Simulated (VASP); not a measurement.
# SnTe (Fm-3m) in VASP: further runs, part 2 of 2

VASP 6.6.1.

### Step 5. Phonons, LDA

This run uses another cell than the first one, of 30.36 Å³/atom, 0.976 times its volume.

The input, POSCAR:

```
SnTe
1.0
    0.0000000000      3.1195685553      3.1195685553
    3.1195685553      0.0000000000      3.1195685553
    3.1195685553      3.1195685553      0.0000000000
  Sn              Te
     1     1
Direct
     0.0000000000000000    0.0000000000000000    0.0000000000000000
     0.5000000000000000    0.5000000000000000    0.5000000000000000
```

The input, INCAR.step1:

```
SYSTEM = SnTe
  PREC = Accurate
  ENCUT = 600
  EDIFF = 1E-8
  ISMEAR = 0
  SIGMA = 0.03
  LREAL = .False.
  LASPH = .True.
  NELM = 80
  ALGO = Normal
  ISIF = 3
  LWAVE = .False.
  LCHARG = .False.
  GGA = CA
  IBRION = 2
  NSW = 40
  EDIFFG = -0.002
```

The input, INCAR.step2:

```
SYSTEM = SnTe
  PREC = Accurate
  ENCUT = 600
  EDIFF = 1E-8
  ISMEAR = 0
  SIGMA = 0.03
  LREAL = .False.
  LASPH = .True.
  NELM = 80
  ALGO = Normal
  ISIF = 2
  LWAVE = .False.
  LCHARG = .False.
  GGA = CA
  IBRION = 6
  NFREE = 2
  POTIM = 0.015
  NSW = 1
```

The input, KPOINTS:

```
Automatic mesh
0
Gamma
  10 10 10
  0 0 0
```

Potentials or basis: VASP PAW LDA potentials, release 64 (Sn_d, Te).

Command:

```
$ cat potpaw_LDA.64/Sn_d/POTCAR potpaw_LDA.64/Te/POTCAR > POTCAR
$ cp INCAR.step1 INCAR
$ mpirun -np 1 vasp_std > vasp.out
$ cp CONTCAR POSCAR
$ cp INCAR.step2 INCAR
$ mpirun -np 1 vasp_std > vasp.out
```

OUTCAR:

```text
SYSTEM = SnTe
   PREC = Accurate
   ENCUT = 600
   EDIFF = 1E-8
   ISMEAR = 0
   LREAL = .False.
   LASPH = .True.
   NELM = 80
   ISIF = 2
   GGA = CA
   IBRION = 6
   NFREE = 2
   POTIM = 0.015
   NSW = 1

 ion  position               nearest neighbor table
   1  0.000  0.000  0.000-   2 3.12   2 3.12   2 3.12   2 3.12   2 3.12   2 3.12
   2  0.500  0.500  0.500-   1 3.12   1 3.12   1 3.12   1 3.12   1 3.12   1 3.12

  LATTYP: Found a face centered cubic cell.
 ALAT       =     6.2391371106

  Lattice vectors:

 A1 = (   0.0000000000,   3.1195685553,   3.1195685553)
 A2 = (   3.1195685553,   0.0000000000,   3.1195685553)
 A3 = (   3.1195685553,   3.1195685553,   0.0000000000)

Analysis of symmetry for initial positions (statically):
=====================================================================
 Subroutine PRICEL returns:
 Original cell was already a primitive cell.

 Routine SETGRP: Setting up the symmetry group for a
 face centered cubic supercell.

 Subroutine GETGRP returns: Found 48 space group operations
 (whereof 48 operations were pure point group operations)
 out of a pool of 48 trial point group operations.

The static configuration has the point symmetry O_h .

Analysis of symmetry for dynamics (positions and initial velocities):
=====================================================================
 Subroutine PRICEL returns:
 Original cell was already a primitive cell.

 Routine SETGRP: Setting up the symmetry group for a
 face centered cubic supercell.

 Subroutine GETGRP returns: Found 48 space group operations
 (whereof 48 operations were pure point group operations)
 out of a pool of 48 trial point group operations.

The dynamic configuration has the point symmetry O_h .

 Subroutine INISYM returns: Found 48 space group operations
 (whereof 48 operations are pure point group operations),
 and found     1 'primitive' translations

----------------------------------------------------------------------------------------

                                     Primitive cell

  volume of cell :      60.7175

  direct lattice vectors                    reciprocal lattice vectors
     0.000000000  3.119568555  3.119568555    -0.160278574  0.160278574  0.160278574
     3.119568555  0.000000000  3.119568555     0.160278574 -0.160278574  0.160278574
     3.119568555  3.119568555  0.000000000     0.160278574  0.160278574 -0.160278574

  length of vectors
     4.411736160  4.411736160  4.411736160     0.277610634  0.277610634  0.277610634

  position of ions in fractional coordinates (direct lattice)
     0.000000000  0.000000000  0.000000000
     0.500000000  0.500000000  0.500000000

  ion indices of the primitive-cell ions
   primitive index   ion index
                 1           1
                 2           2

----------------------------------------------------------------------------------------
[... 115 lines left out ...]
  ext. energy  EPLUGINS =         0.00000000
  ---------------------------------------------------
  free energy    TOTEN  =        -8.83247385 eV

  energy without entropy =       -8.83247385  energy(sigma->0) =       -8.83247385

------------------------ aborting loop because EDIFF is reached ----------------------------------------

  FORCE on cell =-STRESS in cart. coord.  units (eV):
  Direction    XX          YY          ZZ          XY          YZ          ZX
  --------------------------------------------------------------------------------------
  -------------------------------------------------------------------------------------
  Total       -0.0034916     -0.0034916     -0.0034916      0.0000000      0.0000000      0.0000000
  in kB       -0.0921355     -0.0921355     -0.0921355      0.0000000      0.0000000      0.0000000
  external PRESSURE =      -0.0921355 kB  Pullay stress =       0.0000000 kB
[... 131 lines left out ...]
--------------------------------------- Ionic step        5  -------------------------------------------

 number of electron      19.9999997 magnetization

 Free energy of the ion-electron system (eV)
  ---------------------------------------------------
  ext. energy  EPLUGINS =         0.00000000
  ---------------------------------------------------
  free energy    TOTEN  =        -8.83245547 eV

  energy without entropy =       -8.83245547  energy(sigma->0) =       -8.83245547

 E-fermi :   7.1535     XC(G=0):  -9.8706

 val. band max:        7.0490494231   @ k =   0.5000   0.0000   0.0000
 cond. band min:       7.2580166072   @ k =   0.5000   0.0000   0.0000
 fundamental gap:      0.2089671841
 Fermi energy:         7.1535028680

 k-point     1 :       0.0000    0.0000    0.0000
  band No.  band energies     occupation
      1     -14.6877      2.00000
      2     -14.6877      2.00000
      3     -14.6768      2.00000
      4     -14.6767      2.00000
      5     -14.6767      2.00000
      6      -5.9241      2.00000
      7       2.4478      2.00000
      8       4.9151      2.00000
      9       4.9159      2.00000
     10       4.9159      2.00000
     11      10.4674      0.00000
     12      10.4674      0.00000
     13      10.4698      0.00000
     14      11.8454      0.00000
[... 377 lines left out ...]
      1     -14.7033      2.00000
      2     -14.6842      2.00000
      3     -14.6796      2.00000
      4     -14.6672      2.00000
      5     -14.6668      2.00000
      6      -4.6646      2.00000
      7       0.0992      2.00000
      8       3.0139      2.00000
      9       3.6047      2.00000
     10       3.8281      2.00000
     11       9.7272      0.00000
     12      11.0338      0.00000
     13      11.1223      0.00000
     14      11.5303      0.00000

 [... further k-points ...]

------------------------ aborting loop because EDIFF is reached ----------------------------------------

  FORCE on cell =-STRESS in cart. coord.  units (eV):
  Direction    XX          YY          ZZ          XY          YZ          ZX
  --------------------------------------------------------------------------------------
  -------------------------------------------------------------------------------------
  Total       -0.0006962     -0.0029983     -0.0029983     -0.0000000      0.0000000      0.0000000
  in kB       -0.0183717     -0.0791164     -0.0791164     -0.0000000      0.0000000      0.0000000
  external PRESSURE =      -0.0588682 kB  Pullay stress =       0.0000000 kB
[... 17 lines left out ...]
  FREE ENERGIE OF THE ION-ELECTRON SYSTEM (eV)
  ---------------------------------------------------
  free  energy   TOTEN  =        -8.8324554730 eV

  energy  without entropy=       -8.8324554722  energy(sigma->0) =       -8.83245547

 INTERNAL STRAIN TENSORS FROM DISPLACED ATOMS
 ============================================

 INTERNAL STRAIN TENSOR FOR ION    1 for displacements in x,y,z  (eV/Angst):
          X           Y           Z          XY          YZ          ZX
  --------------------------------------------------------------------------------
  x     0.00000     0.00000     0.00000     0.00000     0.00000     0.00000
  y     0.00000     0.00000     0.00000     0.00000     0.00000     0.00000
  z     0.00000     0.00000     0.00000     0.00000     0.00000     0.00000

 INTERNAL STRAIN TENSOR FOR ION    2 for displacements in x,y,z  (eV/Angst):
          X           Y           Z          XY          YZ          ZX
  --------------------------------------------------------------------------------
  x     0.00000     0.00000     0.00000     0.00000     0.00000     0.00000
  y     0.00000     0.00000     0.00000     0.00000     0.00000     0.00000
  z     0.00000     0.00000     0.00000     0.00000     0.00000     0.00000

 Eigenvectors and eigenvalues of the dynamical matrix
 ----------------------------------------------------

   1 f  =    0.800466 THz     5.029475 2PiTHz   26.700664 cm-1     3.310459 meV
             X         Y         Z           dx          dy          dz
      0.000000  0.000000  0.000000    -0.344874    0.591333    0.197089
      3.119569  3.119569  3.119569     0.339768   -0.582579   -0.194171
[... 21 lines left out ...]
   6 f/i=    0.008480 THz     0.053279 2PiTHz    0.282849 cm-1     0.035069 meV
             X         Y         Z           dx          dy          dz
      0.000000  0.000000  0.000000     0.000000   -0.172601   -0.680259
      3.119569  3.119569  3.119569    -0.000000   -0.175195   -0.690481

 ELASTIC MODULI CONTR FROM IONIC RELAXATION (kBar)
 Direction    XX          YY          ZZ          XY          YZ          ZX
 --------------------------------------------------------------------------------
 XX           0.0000      0.0000      0.0000      0.0000      0.0000      0.0000
 YY           0.0000      0.0000      0.0000      0.0000      0.0000      0.0000
 ZZ           0.0000      0.0000      0.0000      0.0000      0.0000      0.0000
 XY           0.0000      0.0000      0.0000      0.0000      0.0000      0.0000
 YZ           0.0000      0.0000      0.0000      0.0000      0.0000      0.0000
 ZX           0.0000      0.0000      0.0000      0.0000      0.0000      0.0000
 --------------------------------------------------------------------------------
```

Wall time 2.2 min (1 thread of Intel Xeon 6975P-C (Granite Rapids), shared host); peak memory 0.3 GiB.

What came out:

| Item | Value |
| --- | --- |
| Highest phonon frequency at Γ, LO-TO splitting left out | 27 cm⁻¹ |

Phonon frequencies in cm⁻¹ (negative: imaginary):
| q point | frequencies |
| --- | --- |
| (0.000, 0.000, 0.000) | 0 0 0 27 27 27 |

### Step 6. Elastic constants, LDA

This run uses another cell than the first one, of 30.36 Å³/atom, 0.976 times its volume.

The input, POSCAR:

```
SnTe
1.0
    0.0000000000      3.1195685559      3.1195685559
    3.1195685559      0.0000000000      3.1195685559
    3.1195685559      3.1195685559      0.0000000000
  Sn              Te
     1     1
Direct
     0.0000000000000000    0.0000000000000000    0.0000000000000000
     0.5000000000000000    0.5000000000000000    0.5000000000000000
```

INCAR.step1 is that of step 5.

INCAR.step2, as its differences from that of step 5:

```diff
@@ -10,3 +10,3 @@
   ALGO = Normal
-  ISIF = 2
+  ISIF = 3
   LWAVE = .False.
```

The input, KPOINTS:

```
regular mesh
0
Gamma
  10 10 10
  0 0 0
```

Potentials or basis: VASP PAW LDA potentials, release 64 (Sn_d, Te).

Command:

```
$ cat potpaw_LDA.64/Sn_d/POTCAR potpaw_LDA.64/Te/POTCAR > POTCAR
$ cp INCAR.step1 INCAR
$ mpirun -np 1 vasp_std > vasp.out
$ cp CONTCAR POSCAR
$ cp INCAR.step2 INCAR
$ mpirun -np 1 vasp_std > vasp.out
```

It took 17 min on 1 thread of AMD EPYC 9R45 (Zen 5), shared host; peak memory 0.54 GiB.

It converged, with:

| Item | Value |
| --- | --- |
| Elastic constants C11, C12, C44 | 146, 4, 18 GPa |
| Voigt bulk modulus | 51 GPa |
| Highest phonon frequency at Γ, LO-TO splitting left out | 27 cm⁻¹ |

Phonon frequencies in cm⁻¹ (negative: imaginary):
```tsv
q point	frequencies
(0.000, 0.000, 0.000)	0 0 0 27 27 27
```

Elastic tensor in Voigt notation (GPa, in the Cartesian axes of the cell as first typed):
```
146   4   4   0   0   0
  4 146   4   0   0   0
  4   4 146   0   0   0
  0   0   0  18   0   0
  0   0   0   0  18   0
  0   0   0   0   0  18
```

Clamped-ion elastic tensor (GPa):
```
146   4   4   0   0   0
  4 146   4   0   0   0
  4   4 146   0   0   0
  0   0   0  18   0   0
  0   0   0   0  18   0
  0   0   0   0   0  18
```

The run has no spin-orbit coupling, so splittings on Te are missing.

### Step 7. Summary

| task | level | potentials or basis | cell | k mesh | cutoff (eV) | grid for exact exchange (PRECFOCK) | screening parameter | exchange at q = 0 | ions in elastic constants | by perturbation theory | gap on the mesh (eV) | pressure (GPa) |
| --- | --- | --- | --- | --- | --- | --- | --- | --- | --- | --- | --- | --- |
| band structure | HSE06 | VASP PAW PBE potentials, release 64 (Sn_d, Te) | Fm-3m, 31.1 Å³/atom | 6 × 6 × 6 | 520 | Fast | 0.2 1/A | - | - | - | 0.06 | 1.5 |
| band structure | PBE0 | VASP PAW PBE potentials, release 64 (Sn_d, Te) | Fm-3m, 31.1 Å³/atom | 6 × 6 × 6 | 520 | Fast | - | truncated | - | - | 0.53 | 1.6 |
| elastic constants | PBE | VASP PAW PBE potentials, release 64 (Sn_d, Te) | Fm-3m, 32.93 Å³/atom | 10 × 10 × 10 | 600 | - | - | - | relaxed | - | - | - |
| phonons | LDA | VASP PAW LDA potentials, release 64 (Sn_d, Te) | Fm-3m, 30.36 Å³/atom | 10 × 10 × 10 | 600 | - | - | - | - | no | - | - |
| elastic constants | LDA | VASP PAW LDA potentials, release 64 (Sn_d, Te) | Fm-3m, 30.36 Å³/atom | 10 × 10 × 10 | 600 | - | - | - | relaxed | - | - | - |

Alike in all rows: no spin polarisation; smearing gaussian 0.03 eV.

Caveats: the PAW data sets were made with another functional, which shifts forces and pressure a little (some runs); spin-orbit coupling is left out, which moves the levels of the heavy elements (some runs); some modes are imaginary (some runs).

Absolute energies hang on the potentials; compare differences alone.

### Step 8. How close it comes

Step 2. Measured gap of SnTe: 0.18 eV (direct; 300 K; a printed reference work, textbook). This calculation gives 0.06 eV (-0.12 eV). Spin-orbit coupling on Sn, Te is left out. The value is that of HSE06, without temperature or zero-point motion.

Step 3. Measured gap of SnTe: 0.18 eV (direct; 300 K; a printed reference work, textbook). This calculation gives 0.53 eV (+0.35 eV). Spin-orbit coupling on Sn, Te is left out. The value is that of PBE0, without temperature or zero-point motion.
